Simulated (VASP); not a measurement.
Input of a VASP 6.6.1 run:

The input run.py:

```python
from ase.calculators.vasp import Vasp
from ase.filters import FrechetCellFilter
from ase.io import read
from ase.optimize import LBFGS

atoms = read('Li.xyz')
calc = Vasp(
    directory='calc',
    xc='r2scan',
    pp='PBE',
    setups='recommended',
    prec='Accurate',
    encut=600,
    ediff=1e-06,
    ismear=0,
    sigma=0.1,
    lreal=False,
    lasph=True,
    nelm=100,
    algo='Normal',
    isif=2,
    lwave=False,
    lcharg=False,
    lmixtau=True,
    kpts=[10, 10, 10],
    gamma=True,
)
atoms.calc = calc
opt = LBFGS(FrechetCellFilter(atoms), trajectory='relax.traj')
converged = opt.run(fmax=0.005, steps=40)
print('converged:', converged)

print('energy (eV):', atoms.get_potential_energy())
print('free energy (eV):', atoms.get_potential_energy(force_consistent=True))
print('forces (eV/A):')
print(atoms.get_forces())
print('stress (eV/A^3, Voigt):', atoms.get_stress())
print('Fermi level (eV):', calc.get_fermi_level())
print('cell (A, degrees):', atoms.cell.cellpar())
print('volume (A^3):', atoms.get_volume())
print('scaled positions:')
print(atoms.get_scaled_positions())
```

The input Li.xyz:

```xyz
1
Lattice="0.0000000000 2.2020000000 2.2020000000 2.2020000000 0.0000000000 2.2020000000 2.2020000000 2.2020000000 0.0000000000" Properties=species:S:1:pos:R:3 pbc="T T T"
Li     0.0000000000      0.0000000000      0.0000000000
```

Potentials or basis: VASP PAW PBE potentials, release 64 (Li_sv).

Launch:

```sh
$ python run.py
```

(1) What does it give for the space group after relaxing (to 0.05 Å)?

(2) Predict the band gap on the k mesh.

## Answers

(1) Fm-3m (No. 225).

(2) none (metal or under the smearing width).

Caveat: the PAW data sets were made with another functional, which shifts forces and pressure a little.
